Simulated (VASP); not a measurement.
# PbS (P-6m2) in VASP: a series of runs, part 2 of 2

VASP 6.6.1. Earlier steps stand in the parts before.

## Step 3: Single point, PBE

INCAR

```
SYSTEM = PbS
PREC = Accurate
ENCUT = 400
EDIFF = 1E-6
ISMEAR = 0
SIGMA = 0.05
LREAL = .FALSE.
LASPH = .TRUE.
NELM = 100
ALGO = Normal
ISIF = 2
LWAVE = .FALSE.
LCHARG = .FALSE.
GGA = PE
NBANDS = 12
ADDGRID = .FALSE.
```

KPOINTS

```
Automatic mesh
0
G
  2 2 2
  0 0 0
```

POSCAR

```
PbS
1.0
    4.0896976867      0.0000000000      0.0000000000
   -2.0448488433      3.5417820905      0.0000000000
    0.0000000000      0.0000000000      3.7881670000
Pb S
1 1
Direct
    0.0000000000      0.0000000000      0.0000000000
    0.6666666667      0.3333333333      0.5000000000
```

Potentials or basis: VASP PAW PBE potentials, release 64 (Pb, S).

The run is started by

```bash
> cat potpaw_PBE.64/Pb/POTCAR potpaw_PBE.64/S/POTCAR > POTCAR
> mpirun -np 1 vasp_std > vasp.out
```

OUTCAR:

```text
SYSTEM = PbS
   PREC = Accurate
   ENCUT = 400
   EDIFF = 1E-6
   ISMEAR = 0
   LREAL = .FALSE.
   LASPH = .TRUE.
   NELM = 100
   ISIF = 2
   GGA = PE

 Found      4 irreducible k-points:

 Following reciprocal coordinates:
            Coordinates               Weight
  0.000000  0.000000  0.000000      1.000000
  0.500000  0.000000  0.000000      3.000000
  0.000000  0.000000  0.500000      1.000000
  0.500000  0.000000  0.500000      3.000000
   k-points           NKPTS =      4   k-points in BZ     NKDIM =      4   number of bands    NBANDS=     12
   number of dos      NEDOS =    301   number of ions     NIONS =      2
   total plane-waves  NPLWV =  21952
   dimension x,y,z NGX =    28 NGY =   28 NGZ =   28
   dimension x,y,z NGXF=    56 NGYF=   56 NGZF=   56
   ions per type =               1   1
   NGX,Y,Z   is equivalent  to a cutoff of  11.38, 11.38, 12.29 a.u.
   NGXF,Y,Z  is equivalent  to a cutoff of  22.76, 22.76, 24.58 a.u.
 SYSTEM =  PbS
   PREC   = accura    normal or accurate (medium, high low for compatibility)
   ISTART =      0    job   : 0-new  1-cont  2-samecut
   ICHARG =      2    charge: 1-file 2-atom 10-const
   ISPIN  =      1    spin polarized calculation?
   LNONCOLLINEAR =      F non collinear calculations
   LSORBIT =      F    spin-orbit coupling
   LASPH  =      T    aspherical Exc in radial PAW
   ENCUT  =  400.0 eV  29.40 Ry    5.42 a.u.   6.67  6.67  6.18*2*pi/ulx,y,z
   NELM   =    100;   NELMIN=  2; NELMDL= -5     # of ELM steps
   EDIFF  = 0.1E-05   stopping-criterion for ELM
   LREAL  =      F    real-space projection
   EDIFFG = 0.1E-04   stopping-criterion for IOM
   NSW    =      0    number of steps for IOM
   IBRION =     -1    ionic relax: 0-MD 1-quasi-New 2-CG
   NFREE  =      0    steps in history (QN), initial steepest desc. (CG)
   ISIF   =      2    stress and relaxation
   ISYM   =      2    0-nonsym 1-usesym 2-fastsym
   POTIM  = 0.5000    time-step for ionic-motion
   TEBEG  =    0.0;   TEEND  =   0.0 temperature during run
   PSTRESS=    0.0 pullay stress
   NELECT =      10.0000    total number of electrons
   NUPDOWN=      -1.0000    fix difference up-down
   EMIN   =  10.00;   EMAX   =-10.00  energy-range for DOS
   EFERMI =   0.00;   METHOD = LEGACY
   ISMEAR =     0;   SIGMA  =   0.05  broadening in eV -4-tet -1-fermi 0-gaus
   EFERMI_NEDOS =   21; number of points for ismear=-14 and -15
   IALGO  =     38    algorithm
   IMIX   =      4    mixing-type and parameters
     AMIX     =   0.40;   BMIX     =  1.00
     AMIX_MAG =   1.60;   BMIX_MAG =  1.00
  volume/ion in A,a.u.               =      27.44       185.14
  Fermi-wavevector in a.u.,A,eV,Ry     =   0.928170  1.753987 11.721408  0.861499
  Thomas-Fermi vector in A             =   2.054318
   LORBIT       =      0    0 simple, 1 ext, 2 COOP (PROOUT), +10 PAW based schemes
   GGA     = PE    functional components
   LHFCALC =     F    Hartree Fock is set to
   AEXX    =    0.0000 exact exchange contribution
   IVDW    =     0    specifies the selected vdW correction
   LEPSILON=     F    determine dielectric tensor
   LRPA    =     F    only Hartree local field effects (RPA)
 non-spin polarized calculation
 Gauss-broadening in eV      SIGMA  =   0.05
  energy-cutoff  :      400.00
  volume of cell :       54.87
 maximum number of plane-waves:      1002
 NGX is ok and might be reduce to    28
   NGX = 13   NGY = 13   NGZ = 13

 number of electron      10.0000000 magnetization

 Free energy of the ion-electron system (eV)
  ---------------------------------------------------
  ext. energy  EPLUGINS =         0.00000000
  ---------------------------------------------------
  free energy    TOTEN  =        -8.29367160 eV

  energy without entropy =       -8.29367160  energy(sigma->0) =       -8.29367160

 E-fermi :   4.3181     XC(G=0):  -9.3506

 val. band max:        4.0491755988   @ k =   0.0000   0.0000   0.5000
 cond. band min:       4.7542130051   @ k =   0.0000   0.0000   0.5000
 fundamental gap:      0.7050374064
 Fermi energy:         4.3180994090

 k-point     1 :       0.0000    0.0000    0.0000
  band No.  band energies     occupation
      1      -9.1332      2.00000
      2      -2.5791      2.00000
      3       1.8848      2.00000
      4       2.3518      2.00000
      5       2.3518      2.00000
      6       7.3300      0.00000
      7       7.3300      0.00000
      8       9.2147      0.00000
      9      10.3642      0.00000
     10      10.8546      0.00000
     11      14.8265      0.00000
     12      14.8267      0.00000

 k-point     2 :       0.5000    0.0000    0.0000
  band No.  band energies     occupation
      1      -8.0143      2.00000
      2      -4.6435      2.00000
      3       1.3133      2.00000
      4       2.1404      2.00000
      5       2.9103      2.00000
      6       5.8644      0.00000
      7       7.7525      0.00000
      8       9.1691      0.00000
      9       9.3268      0.00000
     10      14.6933      0.00000
     11      14.7928      0.00000
     12      14.9272      0.00000

 k-point     3 :       0.0000    0.0000    0.5000
  band No.  band energies     occupation
      1      -7.9518      2.00000
      2      -5.1552      2.00000
      3       2.9665      2.00000
      4       2.9665      2.00000
      5       4.0492      2.00000
      6       4.7542      0.00000
      7       7.6976      0.00000
      8       7.6976      0.00000
      9      12.0675      0.00000
     10      12.0675      0.00000
     11      12.4973      0.00000
     12      12.4973      0.00000

 k-point     4 :       0.5000    0.0000    0.5000
  band No.  band energies     occupation
      1      -7.3952      2.00000
      2      -3.6141      2.00000
      3      -0.1127      2.00000
      4      -0.0472      2.00000
      5       2.6220      2.00000
      6       5.9842      0.00000
      7       6.6816      0.00000
      8       6.7117      0.00000
      9      12.2155      0.00000
     10      14.4057      0.00000
     11      16.5890      0.00000
     12      17.1785      0.00000

------------------------ aborting loop because EDIFF is reached ----------------------------------------

  FORCE on cell =-STRESS in cart. coord.  units (eV):
  Direction    XX          YY          ZZ          XY          YZ          ZX
  --------------------------------------------------------------------------------------
  -------------------------------------------------------------------------------------
  Total        0.2079275      0.2079275     -0.5471201      0.0000000      0.0000000      0.0000000
  in kB        6.0712818      6.0712818    -15.9753771      0.0000000      0.0000000      0.0000000
  external PRESSURE =      -1.2776045 kB  Pullay stress =       0.0000000 kB

 VOLUME and BASIS-vectors are now :
 -----------------------------------------------------------------------------
  energy-cutoff  :      400.00
  volume of cell :       54.87
      direct lattice vectors                 reciprocal lattice vectors
     4.089697687  0.000000000  0.000000000     0.244516851  0.141171870  0.000000000
    -2.044848843  3.541782090  0.000000000     0.000000000  0.282343740  0.000000000
     0.000000000  0.000000000  3.788167000     0.000000000  0.000000000  0.263979914

 POSITION                                       TOTAL-FORCE (eV/Angst)
 -----------------------------------------------------------------------------------
      0.00000      0.00000      0.00000        -0.000000     -0.000000      0.000000
      2.04485      1.18059      1.89408         0.000000      0.000000      0.000000
 -----------------------------------------------------------------------------------
    total drift:                               -0.000000      0.000000      0.000000

  FREE ENERGIE OF THE ION-ELECTRON SYSTEM (eV)
  ---------------------------------------------------
  free  energy   TOTEN  =        -8.2936715958 eV

  energy  without entropy=       -8.2936715958  energy(sigma->0) =       -8.29367160
```

Wall time 3.1 s (1 thread of Intel Xeon 6975P-C (Granite Rapids), shared host); peak memory 0.15 GiB.

These settings aren't checked as converged: the numbers below hold their error.

What came out:

```yaml
Free_energy: -8.2937 eV
Pressure: -0.1 GPa
Band_gap_on_the_k_mesh: 0.71 eV, direct
```

Caveat: the k mesh is coarse (spacing up to 0.89 Å⁻¹), so the values aren't converged; spin-orbit coupling is left out, which as a rule narrows the gap of such compounds by several tenths of an eV.

## Step 4: Single point, PBE

INCAR is that of step 3.

KPOINTS is that of step 3.

POSCAR

```
PbS
1.0
    4.0896976867      0.0000000000      0.0000000000
   -2.0448488433      3.5417820905      0.0000000000
    0.0000000000      0.0000000000      3.7881670000
Pb S
1 1
Direct
    0.0512430000     -0.0024510000     -0.0244300000
    0.6810560000      0.3414810000      0.4970830000
```

Potentials or basis: VASP PAW PBE potentials, release 64 (Pb, S).

The run is started by

```bash
> cat potpaw_PBE.64/Pb/POTCAR potpaw_PBE.64/S/POTCAR > POTCAR
> mpirun -np 1 vasp_std > vasp.out
```

OUTCAR:

```text
SYSTEM = PbS
   PREC = Accurate
   ENCUT = 400
   EDIFF = 1E-6
   ISMEAR = 0
   LREAL = .FALSE.
   LASPH = .TRUE.
   NELM = 100
   ISIF = 2
   GGA = PE

 Found      8 irreducible k-points:

 Following reciprocal coordinates:
            Coordinates               Weight
  0.000000  0.000000  0.000000      1.000000
  0.500000  0.000000  0.000000      1.000000
  0.000000  0.500000  0.000000      1.000000
  0.500000  0.500000  0.000000      1.000000
  0.000000  0.000000  0.500000      1.000000
  0.500000  0.000000  0.500000      1.000000
   k-points           NKPTS =      8   k-points in BZ     NKDIM =      8   number of bands    NBANDS=     12
[... 172 lines left out ...]
  --------------------------------------------------------------------------------------
  -------------------------------------------------------------------------------------
  Total        0.3903324      0.3112146     -0.3609131     -0.3248436     -0.0061819     -0.1475532
  in kB       11.3973266      9.0871654    -10.5383125     -9.4851170     -0.1805051     -4.3084099
  external PRESSURE =       3.3153932 kB  Pullay stress =       0.0000000 kB

 VOLUME and BASIS-vectors are now :
 -----------------------------------------------------------------------------
  energy-cutoff  :      400.00
  volume of cell :       54.87
      direct lattice vectors                 reciprocal lattice vectors
     4.089697687  0.000000000  0.000000000     0.244516851  0.141171870  0.000000000
    -2.044848843  3.541782090  0.000000000     0.000000000  0.282343740  0.000000000
     0.000000000  0.000000000  3.788167000     0.000000000  0.000000000  0.263979914

 POSITION                                       TOTAL-FORCE (eV/Angst)
 -----------------------------------------------------------------------------------
     -1.83027      3.53310      3.69562        -0.347830      0.125054     -0.204454
      2.08704      1.20945      1.88303         0.347830     -0.125054      0.204454
 -----------------------------------------------------------------------------------
    total drift:                                0.000050      0.000080     -0.000119

  FREE ENERGIE OF THE ION-ELECTRON SYSTEM (eV)
  ---------------------------------------------------
  free  energy   TOTEN  =        -8.2719064882 eV

  energy  without entropy=       -8.2719064882  energy(sigma->0) =       -8.27190649
```

OSZICAR:

```text
N       E                     dE             d eps       ncg     rms          rms(c)
DAV:   1     0.272568358854E+02    0.27257E+02   -0.34680E+03   192   0.550E+02
DAV:   2    -0.713844934486E+01   -0.34395E+02   -0.33632E+02   244   0.968E+01
DAV:   3    -0.904443939297E+01   -0.19060E+01   -0.19027E+01   260   0.252E+01
DAV:   4    -0.905938556197E+01   -0.14946E-01   -0.14944E-01   224   0.259E+00
DAV:   5    -0.905961783830E+01   -0.23228E-03   -0.23227E-03   256   0.327E-01    0.817E+00
DAV:   6    -0.830064235332E+01    0.75898E+00   -0.21495E+00   224   0.557E+00    0.508E+00
DAV:   7    -0.827237716854E+01    0.28265E-01   -0.32379E-01   256   0.235E+00    0.334E+00
DAV:   8    -0.827174039756E+01    0.63677E-03   -0.29338E-02   232   0.886E-01    0.679E-01
DAV:   9    -0.827178897252E+01   -0.48575E-04   -0.25131E-03   252   0.219E-01    0.384E-01
DAV:  10    -0.827189277922E+01   -0.10381E-03   -0.40340E-04   228   0.117E-01    0.593E-02
DAV:  11    -0.827190412082E+01   -0.11342E-04   -0.47629E-05   248   0.405E-02    0.357E-02
DAV:  12    -0.827190554311E+01   -0.14223E-05   -0.48512E-06   240   0.114E-02    0.901E-03
DAV:  13    -0.827190648822E+01   -0.94511E-06   -0.16593E-06   244   0.773E-03
   1 F= -.82719065E+01 E0= -.82719065E+01  d E =-.801073E-17
```

Wall time 3.7 s (1 thread of Intel Xeon 6975P-C (Granite Rapids), shared host); peak memory 0.15 GiB.

These settings aren't checked as converged: the numbers below hold their error.

What came out:

| Item | Value |
| --- | --- |
| Free energy | -8.2719 eV |
| Pressure | 0.3 GPa |
| Largest force | 0.422 eV/Å |
| Band gap on the k mesh | 0.77 eV, direct |

Caveat: the k mesh is coarse (spacing up to 0.89 Å⁻¹), so the values aren't converged; spin-orbit coupling is left out, which as a rule narrows the gap of such compounds by several tenths of an eV.
